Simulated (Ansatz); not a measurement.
Li₂O (anti-fluorite, space group No. 225), LDA in the plane-wave PAW code Ansatz: ε∞ = 2.91, cell volume 22.69 Å³. Infrared-active transverse modes:

| ω_TO (cm⁻¹) | oscillator strength S_xx (e²/amu) |
|---|---|
| 478.7 | 0.4231 |

Q: Compute the static dielectric constant.

A: Each mode adds (4.921e7/V) S/ω²: 4.00. So ε0 = 6.91.

Q: What LO frequency does the Lyddane–Sachs–Teller relation give?

A: ω_LO = ω_TO √(ε0/ε∞) = 738 cm⁻¹.

Space group Fm-3m (anti-fluorite). Symmetry was held in the LDA relaxation; phonons on a q-mesh show no instability.

Potentials: the later of the program's two PAW sets.
